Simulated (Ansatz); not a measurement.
Crystal: SnO.

```
CELL_PARAMETERS angstrom
3.81370 0.00000 0.00000
0.00000 3.81370 0.00000
0.00000 0.00000 4.88691
ATOMIC_POSITIONS crystal
Sn 0.50000 0.00000 0.76463
Sn 0.00000 0.50000 0.23537
O 0.00000 0.00000 0.00000
O 0.50000 0.50000 0.00000
```

The cell is a database's computed one.

```yaml
Program: Ansatz 0.2.0
Task: single point
Functional: PBE
Potentials_or_basis: all-electron LAPW, scalar-relativistic
Cutoff: 345 eV (chosen from the basis error)
Basis_error_allowed: 0.001 eV/atom
k_mesh: 7 × 7 × 6
Occupations: fermi-dirac, width 0.05 eV
Spin: no spin polarisation
```

On this cell: pressure 3.6 GPa; largest force 0.367 eV/Å; band gap on the k mesh 0.37 eV, indirect (least direct gap 2.08 eV).

The same run follows on a disturbed copy (atoms moved at random, drawn with an rms of 0.05 Å):

```xyz
4
Lattice="3.8137 0.0000 0.0000 0.0000 3.8137 0.0000 0.0000 0.0000 4.8869" Properties=species:S:1:pos:R:3 pbc="T T T"
Sn    1.9419   -0.0165    3.7618
Sn    0.0122    1.9097    1.0991
O     0.0261    0.0131   -0.0093
O     1.8823    1.8902   -0.0079
```

Task: What does the disturbed cell give?

Result: The energy moves by +17.2 meV/atom; pressure 6.1 GPa; largest force 1.158 eV/Å; band gap on the k mesh 0.62 eV, indirect (least direct gap 1.98 eV).

Forces in eV/Å, atoms in the order of the input:
```
Sn  -0.109  0.048 -1.066
Sn  -0.099 -0.002  1.153
O   -0.193 -0.189 -0.029
O    0.401  0.142 -0.059
```

Stress tensor (GPa, compression positive):
```
 6.20  0.04 -0.18
 0.04  6.08  0.01
-0.18  0.01  6.02
```

Caveats: spin-orbit coupling is left out, which moves the levels of the heavy elements; an odd mesh through Γ misses points on the zone boundary, where band edges often lie.

The runs don't all hold the same shells in valence.
